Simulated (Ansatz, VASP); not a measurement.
This is a calculation of W for Ansatz 0.2.0.

input.yaml

```yaml
crystal:
  lattice:
    - [0.0, 2.0567135898, 2.0567135898]
    - [2.0567135898, 0.0, 2.0567135898]
    - [2.0567135898, 2.0567135898, 0.0]
  atoms:
    - { symbol: W, position: [0.0, 0.0, 0.0] }
hamiltonian:
  xc: pbe
  pseudopotentials: { kind: paw }
kpoints:
  mp_grid: { grid: [11, 11, 11] }
scf:
  occupations: { method: fermi_dirac, width: 0.05 }
output:
  forces: true
  stress: true
  eigenvalues: true
```

Potentials or basis: Ansatz PAW.

Run with:

```console
$ ansatz run input.yaml --threads 1 --pin off --max-ram 3584MiB --backend cpu --events-out ev --progress --plain --runs-dir out
```

**Question.** Set up the same calculation for VASP 6.6.1. Potentials there: VASP PAW PBE potentials, release 64 (W_sv).

**Answer.** As run (the cutoff follows the program's own potentials):

The input INCAR:

```
SYSTEM = W
  ALGO = Normal
  EDIFF = 1E-7
  ENCUT = 520
  GGA = PE
  ISIF = 2
  ISMEAR = -1
  LASPH = .True.
  LCHARG = .False.
  LREAL = .False.
  LWAVE = .False.
  NBANDS = 13
  NELM = 100
  PREC = Accurate
  SIGMA = 0.05
```

File KPOINTS:

```
k-points
0
Gamma
  11 11 11
  0 0 0
```

Contents of POSCAR:

```
W
1.0
    0.0000000000      2.0567135898      2.0567135898
    2.0567135898      0.0000000000      2.0567135898
    2.0567135898      2.0567135898      0.0000000000
W
1
Direct
    0.0000000000      0.0000000000      0.0000000000
```

Potentials or basis: VASP PAW PBE potentials, release 64 (W_sv).

Run with:

```bash
$ cat potpaw_PBE.64/W_sv/POTCAR > POTCAR
$ mpirun -np 1 vasp_std > vasp.out
```

Both were run:

|  | VASP | Ansatz | Ansatz less VASP |
| --- | --- | --- | --- |
| gap on the k mesh at the Fermi level (eV) | none | none | - |
| pressure (GPa) | -14.2 | -14.5 | -0.30 |

A gap of «none» marks a metal or a gap that the smearing closes.

The runs have no spin-orbit coupling, so splittings on W are missing.
